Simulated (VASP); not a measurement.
Set up this calculation in VASP 6.6.1, as the native input.

```yaml
Task: single point
Functional: PBEsol
Potentials_or_basis: VASP PAW PBE potentials, release 64 (Li_sv, Cl)
Cutoff: 520 eV
k_mesh: 8 × 8 × 8
Occupations: gaussian, width 0.05 eV
Spin: no spin polarisation
Dipole_correction: no
Further_INCAR_settings: ALGO = Normal; EDIFF = 1e-06; NBANDS = 12
```

The structure of LiCl lies in POSCAR:

```
LiCl
1.0
    0.1333227331      2.6331239778      2.6331239778
    2.6331239778      0.1333227331      2.6331239778
    2.6331239778      2.6331239778      0.1333227331
Li Cl
1 1
Direct
    0.0000000000      0.0000000000      0.0000000000
    0.5000000000      0.5000000000      0.5000000000
```

The input as run:

INCAR

```
SYSTEM = LiCl
PREC = Accurate
ENCUT = 520
EDIFF = 1E-6
ISMEAR = 0
SIGMA = 0.05
LREAL = .False.
LASPH = .True.
NELM = 80
ALGO = Normal
ISIF = 2
LWAVE = .False.
LCHARG = .True.
GGA = PS
LELF = .True.
LVHAR = .True.
NBANDS = 12
```

KPOINTS

```
regular mesh
0
Gamma
  8 8 8
  0 0 0
```

Potentials or basis: VASP PAW PBE potentials, release 64 (Li_sv, Cl).

Launch:

```bash
$ cat potpaw_PBE.64/Li_sv/POTCAR potpaw_PBE.64/Cl/POTCAR > POTCAR
$ mpirun -np 1 vasp_std > vasp.out
```

Results of the run:

```yaml
Band_gap_on_the_k_mesh: 5.91 eV, direct
```

It took 26 s on 1 thread of Intel(R) Xeon(R) Platinum 8259CL CPU @ 2.50GHz (Skylake/Cascade Lake), on a shared host, peak memory 0.16 GiB.
